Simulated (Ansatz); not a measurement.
Zr under pressure: fit and missing row

Zr, Fm-3m, a = 4.527 Å. This isn't the element's structure at ambient conditions. Ansatz: PBE, PAW, 420 eV, Γ-centred 16×16×16 mesh on 1 atom, Gaussian smearing 0.10 eV; no spin polarisation. Cell and atoms are relaxed at each pressure, and no other structure is tried, so the rows at high pressure may lie past a change of phase.

```tsv
V (Å³/atom)	P (GPa)
?	59.99
18.444	30.00
20.287	15.00
21.445	8.00
22.468	3.00
23.193	0.00
24.029	-3.00
```

Q: Take V0 = 23.193 Å³/atom, fit the third-order Birch–Murnaghan form to the other rows, and predict the missing volume.

A: With the Eulerian strain f = ½[(V0/V)^(2/3) − 1] and y = P/[3f(1 + 2f)^(5/2)], the form is the line y = B0 + 1.5 B0 (B0′ − 4) f. Rows (f, y): 0.08251, 82.7; 0.04668, 85.7; 0.02681, 87.3; 0.01070, 88.6; -0.01167, 90.9. Means f = 0.03101, y = 87.040; Σ(Δf)² = 0.005150, ΣΔfΔy = -0.4420; the slope is their ratio. y = 89.70 − 85.84 f GPa, so B0 = 89.7 GPa and B0′ = 4 + 2 × (-85.84)/(3 × 89.70) = 3.36. P = 59.99 GPa is met at f = 0.13919 (y = 77.75), so V = V0 (1 + 2f)^(−3/2) = 16.046 Å³/atom. The run gave 16.064 Å³/atom, so the fit is 0.018 Å³/atom too low, 0.23 % of the span of the series, against an rms of 0.002 Å³/atom on the fitted rows. The row lies outside the fitted range. A fourth-order term fitted to the same rows gives P = 60.47 GPa at this row's volume (the line 59.70, the run 59.99), no gain.

The mesh isn't the same in all rows (16×16×16, 18×18×18).